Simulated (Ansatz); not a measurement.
# Ga2O3 (C2/m) in Ansatz: band structure with r2SCAN

Aim: the band structure of Ga2O3 with r2SCAN.

Program: Ansatz 0.2.0. These are calculated values, not measurements. Logs are shortened: lines on timing, memory, paths and dates and some standing lists are left out, and cuts for length are marked.

### 1 The crystal as given

It takes space group C2/m (No. 12, monoclinic). The conventional cell has a = 12.214 Å, b = 3.037 Å, c = 5.798 Å, α = 90.00°, β = 103.83°, γ = 90.00°. Ga (site symmetry m) is surrounded by 6 O at 1.94 to 2.07 Å. Ga (site symmetry m) is surrounded by 4 O at 1.83 to 1.86 Å. Around O (site symmetry m) lie 3 Ga at 1.83 to 1.94 Å. O (site symmetry m) has 4 Ga at 1.86 to 2.07 Å as nearest neighbours. O (site symmetry m) is surrounded by 3 Ga at 1.83 to 1.94 Å.

### 2 Band structure, r2SCAN

input.yaml reads:

```yaml
crystal:
  lattice:
    - [6.107, -1.51855, 0.0]
    - [6.107, 1.51855, 0.0]
    - [-1.3859888959, 0.0, 5.630008738]
  atoms:
    - { symbol: Ga, position: [0.34134, 0.34134, 0.68598] }
    - { symbol: Ga, position: [0.65866, 0.65866, 0.31402] }
    - { symbol: Ga, position: [0.9095, 0.9095, 0.2054] }
    - { symbol: Ga, position: [0.0905, 0.0905, 0.7946] }
    - { symbol: O, position: [0.5041, 0.5041, 0.7434] }
    - { symbol: O, position: [0.4959, 0.4959, 0.2566] }
    - { symbol: O, position: [0.8267, 0.8267, 0.4368] }
    - { symbol: O, position: [0.1733, 0.1733, 0.5632] }
    - { symbol: O, position: [0.8355, 0.8355, 0.8902] }
    - { symbol: O, position: [0.1645, 0.1645, 0.1098] }
hamiltonian:
  xc: r2scan
  pseudopotentials: { kind: paw }
kpoints:
  mp_grid: { grid: [9, 9, 5] }
  band_path:
    path:
      - [[0.0, 0.5, 0.0], [0.0, 0.0, 0.0], [0.0, 0.0, -0.5]]
      - [[0.0, 0.5, -0.5], [0.0, 0.0, 0.0], [-0.5, -0.5, 0.5]]
      - [[-0.5, 0.0, 0.5], [0.0, 0.0, 0.0], [-0.5, -0.5, 0.0]]
      - [[-0.5, 0.0, 0.0], [0.0, 0.0, 0.0]]
    npoints: 10
scf:
  occupations: { method: fermi_dirac, width: 0.05 }
  n_extra_bands: 25
output:
  forces: true
  stress: true
  eigenvalues: true
  fatbands: false
```

Potentials or basis: Ansatz PAW.

The run is started by

```sh
$ ansatz run input.yaml --threads 4 --pin off --max-ram 11264MiB --backend cpu --events-out ev --progress --plain --runs-dir out
```

Standard output:

```text
Warning: RAYON_NUM_THREADS=4 ignored (pool sized by the plan → 4); use --threads N
basis.fft_grid_basis auto: the FFT boxes are laid along the combinations [[1, -1, 0], [0, 1, 0], [0, 0, 1]] of the cell's own vectors, 3.037, 6.293 and 5.798 Å long. The dense box has 24×48×45 points. Along the cell's own vectors, as sized, it would have 48×48×45, 2.00 times as many. Of the 4 symmetry operations that the crystal satisfies within crystal.symmetry.tolerance (time reversal apart; of a slab, those that keep its plane) the dense box along the cell's own vectors carries 4, and the one as laid loses 2 of those. basis.fft_grid_basis: typed keeps the cell's own vectors: state it where this run's energies or levels are differenced outside the engine with another run's, or held beside a run that keeps those vectors.
scf.n_extra_bands = 25 over 44 filled bands (N_el = 88.0): the run solves 69 bands
Engine: ansatz 0.2.0, aarch64-unknown-linux-gnu
Pseudopotentials: kind: paw
Pseudopotential: Ga, paw, valence charge 13, recommended cutoff 500 eV (meta_gga), Ga.paw.azcp
Pseudopotential: O, paw, valence charge 6, recommended cutoff 500 eV (meta_gga), O.paw.azcp
Functional definition: r2SCAN
  parameter k0 = 0.174
  parameter k1 = 0.065
  parameter a1 = 4.9479
  exchange = r2scan_x(k0 = k0, k1 = k1, a1 = a1)
  correlation = r2scan_c
Crystal: 10 atoms, lattice volume = 104.423 Å³
Basis set: ecut = 500 eV, 2661 PW (Γ), FFT grids on a1−a2, a2, a3, exchange–correlation on 96×192×180 points (64 copies of the dense FFT grid, shifted against one another)
Bands: 69, of which v1, the nominal top of the filled ones, is band 44 counted from 1 (43 counted from 0)
Symmetry: 4 space group operations
Space group: C2/m (ITA 12), of the structure as read, at distance tolerance 4.7e-5 Å
k-points: 115 of 405
Non-local potential: Ga, projectors of the file, l = 0: 2, l = 1: 2, l = 2: 3, l = 3: 1
Non-local potential: O, projectors of the file, l = 0: 2, l = 1: 2, l = 2: 1
PAW form: soft (Blöchl's): semilocal exchange-correlation on the pseudo side does not see the compensation charge
PAW frozen core: Ga, regenerated for the run's functional (the file was generated under x = pbe(κ = 0.804, μ = 0.2195149727645171), c = pbe(β = 0.06672455060314922))
PAW frozen core: O, regenerated for the run's functional (the file was generated under x = pbe(κ = 0.804, μ = 0.2195149727645171), c = pbe(β = 0.06672455060314922))
PAW one-centre angular grid: Ga, 590 points (default); XC on 160 Gauss nodes
PAW one-centre angular grid: O, 302 points (default); XC on 160 Gauss nodes
Initial density: superposition of atomic densities (neutral atoms: chi_scale 0, normalization atom), corrected by the library's trained network
Initial wavefunctions: pseudopotential atomic-orbital guess
Functional: x = r2scan, c = r2scan; τ floored in thin density (d = 2e-4 eV/Å³)
SCF iter   1: F=—  HF=-18577.669926 eV  |F-HF|=—  |Δ(HF+E_count)|=         —  Δρ=1.35e-2  dr2=8.43e-2  dr2_τ=4.03e-1  ethr=1.77e-3  ⟨swp⟩=5.5  Hψ=31552  notcnv=0  defer=251
preconditioner: auto → Resta (q_TF=auto, 2.652 Å⁻¹)  ε∞=3.2  [insulator: Δε(μ)=3.106 eV  Ē_g=23.240 eV  σ=0.050 eV  W_gap=1.00  n_scr=34 (ndim 8)  ℏωp=34.1 eV  f_vac=0.015  D(μ)=0.00/eV (n_scr^D=0)  ε∞_Penn≈3.2]
SCF iter   2: F=—  HF=-18577.839106 eV  |F-HF|=—  |Δ(HF+E_count)|=   1.69e-1  Δρ=6.55e-3  dr2=2.40e-2  dr2_τ=9.89e-4  ethr=9.58e-5  ⟨swp⟩=2.0  Hψ=14976  notcnv=0  defer=2159
SCF iter   3: F=—  HF=-18577.839086 eV  |F-HF|=—  |Δ(HF+E_count)|=   1.97e-5  Δρ=3.43e-3  dr2=4.06e-3  dr2_τ=4.90e-4  ethr=2.73e-5  ⟨swp⟩=3.0  Hψ=11271  notcnv=0  defer=2159
SCF iter   4: F=—  HF=-18577.838674 eV  |F-HF|=—  |Δ(HF+E_count)|=   4.12e-4  Δρ=4.99e-4  dr2=1.87e-4  dr2_τ=6.33e-5  ethr=4.61e-6  ⟨swp⟩=3.0  Hψ=13165  notcnv=0  defer=2159
SCF iter   5: F=—  HF=-18577.838710 eV  |F-HF|=—  |Δ(HF+E_count)|=   3.56e-5  Δρ=1.41e-4  dr2=9.45e-6  dr2_τ=1.67e-6  ethr=2.12e-7  ⟨swp⟩=2.0  Hψ=10365  notcnv=0  defer=2159
SCF iter   6: F=—  HF=-18577.838724 eV  |F-HF|=—  |Δ(HF+E_count)|=   1.41e-5  Δρ=6.27e-5  dr2=3.24e-6  dr2_τ=4.26e-7  ethr=1.07e-8  ⟨swp⟩=2.0  Hψ=10836  notcnv=0  defer=2159
SCF iter   7: F=—  HF=-18577.838723 eV  |F-HF|=—  |Δ(HF+E_count)|=   7.32e-7  Δρ=1.41e-5  dr2=1.91e-7  dr2_τ=1.25e-8  ethr=3.68e-9  ⟨swp⟩=2.0  Hψ=10325  notcnv=0  defer=2159
SCF iter   8: F=-18577.838723 eV  HF=-18577.838723 eV  |F-HF|=4.82e-8  |Δ(HF+E_count)|=   5.49e-8  Δρ=8.62e-6  dr2=7.11e-8  dr2_τ=4.11e-9  ethr=1.14e-10  ⟨swp⟩=9.4  Hψ=41581  notcnv=0
SCF 1 converged in 8 iterations: F = -18577.838723 eV  dr2 = 7.11e-8
NSCF: frozen V_eff on 74 k-points
SCF converged after 8 iterations
Free energy (F): -18577.838723 eV
Harris-Foulkes:  -18577.838723 eV  (|F-HF|=4.82e-8)
Internal energy: -18577.838723 eV  (E = F + TS)
E sigma→0 (E₀):  -18577.838723 eV
Fermi energy:    9.405242 eV
--- Per-component energies (eV) ---
  E_band       = -151.293376
  E_kinetic    = 1525.657705
  E_local      = -9105.861963  (includes V_loc(G=0)·N_el)
  E_nonlocal   = 2029.770600
  E_hartree    = 4101.643735
  E_xc         = -684.277468
  E_vxc        = -863.634381  (∫ρ·V_xc dr)
  E_paw        = -9017.199844  (= ΣΔE_a)
  E_vpaw       = -1992.248862  (= ΣTr[D̂ρ^β])
  E_aug_tail   = 0.006025  (compensation charges beyond the density's cutoff)
  E_vtau       = 51.719241  (kinetic-family band-sum trace: ∫τ·v_τ [+ j·A + Jᵃ·Aᵃ] dr)
  E_ewald      = -7424.773589
  E_core_change = -2.803925  (= ΣΔE_core)
  E_smearing   = -0.000000  (= −TS)
  E_closure    = -0.000000  (closes the sum)
  Σ components = -18577.838723   (vs F -18577.838723, Δ=0.00e0)
--- Forces (eV/Å), atoms counted from 1 ---
  atom   1  Ga    -0.01169950     0.00000000    -0.07367375
  atom   2  Ga     0.01169950    -0.00000000     0.07367375
  atom   3  Ga    -0.09819406     0.00000000    -0.04866970
  atom   4  Ga     0.09819406    -0.00000000     0.04866970
  atom   5  O     -0.09905877    -0.00000000     0.01235570
  atom   6  O      0.09905877     0.00000000    -0.01235570
  atom   7  O      0.02504058    -0.00000000    -0.00185519
  atom   8  O     -0.02504058     0.00000000     0.00185519
  atom   9  O      0.00615733    -0.00000000     0.11005077
  atom  10  O     -0.00615733     0.00000000    -0.11005077
  max |Σ_I F_I| component: 1.39e-17 eV/Å
--- Stress (GPa, compression-positive) ---
        1.343829       0.000000      -0.063160
        0.000000       1.336640      -0.000000
       -0.063155      -0.000000       1.093717
  P = ⅓ Tr σ = 1.2581 GPa (12.581 kbar)
--- Band table (eV; the first three rows and the last of 115) ---
  k-point 0: bands = ["-12.0808", "-10.9522", "-10.9232", "-10.7756", "-10.3294", "-10.3130", "-5.4457", "-5.4013", "-5.3959", "-5.3316", "-5.2387", "-5.2217", "-5.2177", "-5.1938", "-5.1415", "-5.0108", "-4.9834", "-4.9808", "-4.9729", "-4.9684", "-4.9419", "-4.9402", "-4.8852", "-4.7982", "-4.6640", "-4.6227", "0.7883", "1.8726", "3.0286", "3.5709", "4.2131", "5.0989", "5.1891", "5.5782", "5.8066", "5.8901", "6.1454", "6.1828", "6.8351", "7.1034", "7.1188", "7.2926", "7.4917", "7.7447", "10.8600", "14.2332", "15.2379", "15.3811", "16.3788", "17.3633", "18.0617", "18.0973", "19.8897", "21.1642", "21.4282", "21.6335", "21.6949", "22.0695", "22.3301", "22.5881", "23.6755", "23.9289", "25.0357", "25.1929", "26.2003", "26.8686", "27.4058", "28.0110", "28.1370"]
  k-point 1: bands = ["-12.0113", "-11.0832", "-10.9286", "-10.7179", "-10.3847", "-10.2710", "-5.4337", "-5.4032", "-5.3972", "-5.3295", "-5.2874", "-5.2284", "-5.2136", "-5.2045", "-5.1384", "-5.0117", "-5.0017", "-4.9968", "-4.9933", "-4.9548", "-4.9384", "-4.9258", "-4.8836", "-4.7733", "-4.7457", "-4.4832", "0.9662", "2.0544", "2.8214", "3.6239", "4.2944", "5.0924", "5.3545", "5.4888", "5.7556", "5.7922", "6.0047", "6.1975", "6.6431", "7.0515", "7.1325", "7.2002", "7.3716", "7.5221", "11.4844", "14.3916", "15.1543", "15.4199", "16.2089", "17.3164", "17.8225", "18.4416", "20.2601", "21.2511", "21.4187", "21.4466", "21.7269", "22.1467", "22.5500", "22.8385", "23.6995", "24.0779", "24.7525", "24.9430", "25.8543", "27.0248", "27.0549", "28.0124", "28.2165"]
  k-point 2: bands = ["-11.8505", "-11.3118", "-10.9403", "-10.6438", "-10.4201", "-10.2667", "-5.4052", "-5.4051", "-5.3999", "-5.3610", "-5.3161", "-5.2738", "-5.2101", "-5.1789", "-5.1437", "-5.0194", "-5.0181", "-5.0172", "-4.9976", "-4.9731", "-4.9362", "-4.8904", "-4.8818", "-4.7988", "-4.7359", "-4.3638", "1.4592", "2.1171", "2.6445", "3.5430", "4.5747", "5.1013", "5.1864", "5.5385", "5.6939", "5.7693", "5.8992", "6.2407", "6.3256", "6.4466", "7.1443", "7.1511", "7.2864", "7.4717", "12.6865", "13.8769", "15.2409", "15.7128", "16.2753", "16.5575", "18.3983", "18.5884", "20.5200", "20.5996", "21.2763", "22.0935", "22.1510", "22.8147", "22.8825", "23.0496", "23.2778", "24.0911", "24.4482", "24.8397", "24.9166", "26.5381", "27.3670", "28.1343", "28.4828"]
  k-point 114: bands = ["-11.6055", "-11.2706", "-11.0529", "-10.6702", "-10.4676", "-10.2113", "-5.4312", "-5.3975", "-5.3668", "-5.3629", "-5.2980", "-5.2908", "-5.1858", "-5.1813", "-5.1620", "-5.1168", "-5.0517", "-5.0472", "-4.9943", "-4.9791", "-4.9388", "-4.9111", "-4.8878", "-4.8189", "-4.3774", "-4.1846", "1.8918", "2.2514", "2.8021", "3.2511", "4.0784", "4.3134", "4.7923", "4.9537", "5.2090", "5.3942", "5.8153", "6.2614", "6.6945", "6.7312", "7.0172", "7.2078", "7.2656", "7.7651", "13.8092", "14.3056", "14.9228", "15.5011", "15.9190", "16.7486", "18.6117", "19.0386", "20.2650", "20.6813", "21.3856", "21.6271", "21.8477", "22.1178", "22.4889", "23.0059", "23.7446", "23.9841", "24.5364", "24.8572", "26.1072", "26.7857", "27.1370", "28.1095", "28.9283"]
```

It took 35 s on 4 threads of Arm Neoverse V2, shared host; peak memory 1.2 GiB.

What came out:

```yaml
Free_energy: -18577.8387 eV
Pressure: 1.3 GPa
Largest_force: 0.110 eV/Å
Band_gap_on_the_k_mesh: 3.09 eV, indirect (least direct gap 3.12 eV)
Band_gap_along_the_path: 3.10 eV, indirect (least direct gap 3.12 eV)
```

Forces on the atoms (eV/Å):
```
Ga  -0.012  0.000 -0.074
Ga   0.012  0.000  0.074
Ga  -0.098  0.000 -0.049
Ga   0.098  0.000  0.049
O   -0.099  0.000  0.012
O    0.099  0.000 -0.012
O    0.025  0.000 -0.002
O   -0.025  0.000  0.002
O    0.006  0.000  0.110
O   -0.006  0.000 -0.110
```

Stress tensor (GPa, compression positive):
```
 1.34  0.00 -0.06
 0.00  1.34  0.00
-0.06  0.00  1.09
```

Levels at the corners of the path, in eV from the valence-band top:
```csv
point,band 42,band 43,band 44,band 45,band 46,band 47
X,-0.71,-0.44,-0.16,6.45,7.39,8.10
Γ,-0.47,-0.27,-0.02,3.10,6.47,7.48
Y,-0.61,-0.46,-0.30,5.49,5.60,7.55
L,-1.07,-0.74,-0.66,7.75,7.79,8.69
Γ,-0.47,-0.27,-0.02,3.10,6.47,7.48
Z,-0.58,-0.58,0.00,5.93,6.05,7.05
N,-1.07,-0.74,-0.66,7.75,7.79,8.69
Γ,-0.47,-0.27,-0.02,3.10,6.47,7.48
M,-0.64,-0.41,-0.17,5.26,5.53,6.57
R,-0.71,-0.44,-0.16,6.45,7.39,8.10
Γ,-0.47,-0.27,-0.02,3.10,6.47,7.48
```

Caveat: the PAW data sets come from PBE, with cores solved anew for the run's functional, which leaves a small shift of forces and pressure.
